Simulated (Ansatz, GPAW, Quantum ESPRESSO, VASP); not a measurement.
**One calculation of Pt, 6 ways**

```xyz
1
Lattice="0.0000 1.9609 1.9609 1.9609 0.0000 1.9609 1.9609 1.9609 0.0000" Properties=species:S:1:pos:R:3 pbc="T T T"
Pt    0.0000    0.0000    0.0000
```

Alike in all runs: task band structure; functional PBE; k mesh 12 × 12 × 12; occupations fermi-dirac, width 0.05 eV; no spin polarisation; no spin-orbit coupling. Pressure is positive in compression and, in plane waves, holds the error of the finite cutoff, which Ansatz's Pulay term estimates and takes out.

```tsv
program and potentials	plane-wave cutoff (eV)	notes	pressure (GPa)
Quantum ESPRESSO, PseudoDojo 0.4.1 SR PBE standard	1143	18 valence electrons an atom on average	9.66
Ansatz, Ansatz PAW (files of its older set among them)	570	18 valence electrons an atom on average	10.34
GPAW, GPAW PAW data sets (gpaw-data 1.2.1)	600	16 valence electrons an atom on average	?
Ansatz, all-electron LAPW, scalar-relativistic	-	-	10.22
VASP, PBE PAW files Pt, 520 eV	520	10 valence electrons an atom on average	9.73
VASP, PBE PAW files Pt_sv_GW, 600 eV	600	18 valence electrons an atom on average	9.19
```

Estimate from the other rows what the run with GPAW, GPAW PAW data sets (gpaw-data 1.2.1) gave.

Pressure 9.78 GPa. The other rows, which needn't bracket it: pressure 9.19 to 10.34.
